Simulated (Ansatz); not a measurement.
CoSi: clamped-ion strain scan

Theory: Ansatz 0.2.0, DFT PBEsol, scalar-relativistic, plane waves, PAW. The runs took a 420 eV cutoff, a Γ-centred 22×22×22 mesh and Gaussian smearing (0.15 eV). Collinear spins, started from moments 0.5, 0.0 μB in atom order; the magnetic state may not be the lowest. Energies are free energies at this smearing, counted from the undisturbed cell; pressure is positive in compression.

Zero of the scan (relaxed at this level; with this scan's settings it stands at 0.2 GPa; this CsCl-type form isn't the usual structure):

```xyz
2
Lattice="2.7521 0.0000 0.0000 0.0000 2.7521 0.0000 0.0000 0.0000 2.7521" Properties=species:S:1:pos:R:3 pbc="T T T"
Co    0.0000    0.0000    0.0000
Si    1.3760    1.3760    1.3760
```

The cell is strained by ε times the Voigt pattern (1, -1, 0, 0, 0, 0) (xx, yy, zz, yz, xz, xy; engineering shear) with fractional coordinates fixed. The cell is metallic on the mesh throughout.

```
      ε  ΔE (meV/atom) stress summed along the pattern (GPa, tension positive) pressure (GPa) moment (μB/cell)
-0.0400            2.1                                                    -3.55             0.3              0.38
-0.0200           -0.3                                                    -0.21             0.1              0.44
 0.0000            0.0                                                     0.00             0.2              0.47
 0.0300            0.3                                                     1.69             0.2              0.42
```

Cost: 4 runs of about 6.2 core-minutes in all, on Arm Neoverse V2 (shared hosts).